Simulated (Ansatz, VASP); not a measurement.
Given: the input of a run of Ansatz 0.2.0 on Fe.

File input.yaml:

```yaml
crystal:
  lattice:
    - [-1.443, 1.443, 1.443]
    - [1.443, -1.443, 1.443]
    - [1.443, 1.443, -1.443]
  atoms:
    - { symbol: Fe, position: [0.0, 0.0, 0.0], spin: 3.0 }
kpoints:
  mp_grid: { grid: [13, 13, 13] }
scf:
  occupations: { method: gaussian, width: 0.027 }
hamiltonian:
  xc: pbe
  pseudopotentials: { kind: all_electron, lapw: { basis_error: 0.001 } }
magnetization:
  spin_polarized: true
output:
  forces: true
  stress: true
  eigenvalues: true
```

Potentials or basis: all-electron LAPW, scalar-relativistic.

The run is started by

```bash
$ ansatz run input.yaml --threads 2 --pin off --max-ram 6144MiB --backend cpu --events-out ev --progress --plain --runs-dir out
```

Q: Translate it to VASP 6.6.1. Potentials there: VASP PAW PBE potentials, release 64 (Fe).

A: As run (the cutoff follows the program's own potentials):

File INCAR:

```
  PREC = Accurate
  ENCUT = 520
  EDIFF = 1E-7
  ISMEAR = 0
  SIGMA = 0.027000000000000003
  LREAL = F
  LASPH = T
  NELM = 150
  ALGO = Normal
  ISIF = 2
  LWAVE = F
  LCHARG = T
  ISPIN = 2
  MAGMOM = 3
  LORBIT = 11
  LMAXMIX = 4
  GGA = PE
  LELF = T
  LVHAR = T
  NBANDS = 14
```

KPOINTS

```
regular mesh
0
Gamma
  13 13 13
```

File POSCAR:

```
Fe
1.0
   -1.4430000000      1.4430000000      1.4430000000
    1.4430000000     -1.4430000000      1.4430000000
    1.4430000000      1.4430000000     -1.4430000000
Fe
1
Direct
    0.0000000000      0.0000000000      0.0000000000
```

Potentials or basis: VASP PAW PBE potentials, release 64 (Fe).

Run with:

```console
$ cat potpaw_PBE.64/Fe/POTCAR > POTCAR
$ mpirun -np 1 vasp_std > vasp.out
```

Both were run:

|  | VASP | Ansatz | Ansatz less VASP |
| --- | --- | --- | --- |
| gap on the k mesh at the Fermi level (eV) | none | none | - |
| pressure (GPa) | -9.2 | -9.8 | -0.51 |
| net moment per atom (μB) | 2.28 | 2.24 | -0.034 |
| size of the moment on the site where the two differ most (μB) | 2.29 | 2.31 | +0.018 |

Site moments also hang on the region over which each program counts them. A gap of «none» marks a metal or a gap that the smearing closes. Ansatz ran all-electron here, so the differences hold the error of VASP's frozen core and of both bases.
